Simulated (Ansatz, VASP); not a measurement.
# C: VASP beside Ansatz

```xyz
8
Lattice="-2.5118 0.0000 0.0000 0.0000 0.0000 -4.1800 0.0000 -4.3498 0.0000" Properties=species:S:1:pos:R:3 pbc="T T T"
C    -1.2559   -3.6248   -1.8279
C    -2.5118   -1.4499   -1.8279
C     0.0000   -2.9000   -3.9179
C    -1.2559   -0.7251   -3.9179
C    -1.2559   -3.6248   -0.2622
C    -2.5118   -1.4499   -0.2622
C     0.0000   -2.9000   -2.3522
C    -1.2559   -0.7250   -2.3522
```

Change from the starting cell: cell x2, atoms moved at random (sigma 0.15 Å) and cell strained at random (1.5 %), then relaxed without symmetry.

Alike in both runs: functional PBE; k mesh 6 × 4 × 4; occupations gaussian, width 0.1 eV; no spin polarisation.

Ansatz relaxed the structure, and its values are those at the end. VASP's run is a single point on that final structure, the one shown.

|  | VASP | Ansatz |
| --- | --- | --- |
| version | VASP 6.6.1 | Ansatz 0.2.0 |
| potentials or method | VASP PAW PBE potentials, release 64 (C) | scalar-relativistic, plane waves, PAW |
| plane-wave cutoff (eV) | 520 | 420 |
| valence electrons in the cell | 32 | 32 |

```tsv
	VASP	Ansatz	Ansatz less VASP
gap on the k mesh at the Fermi level (eV)	3.34	3.35	+0.012
least direct gap on the mesh (eV)	4.47	4.48	+0.007
pressure (GPa)	0.7	0.0	-0.64
```
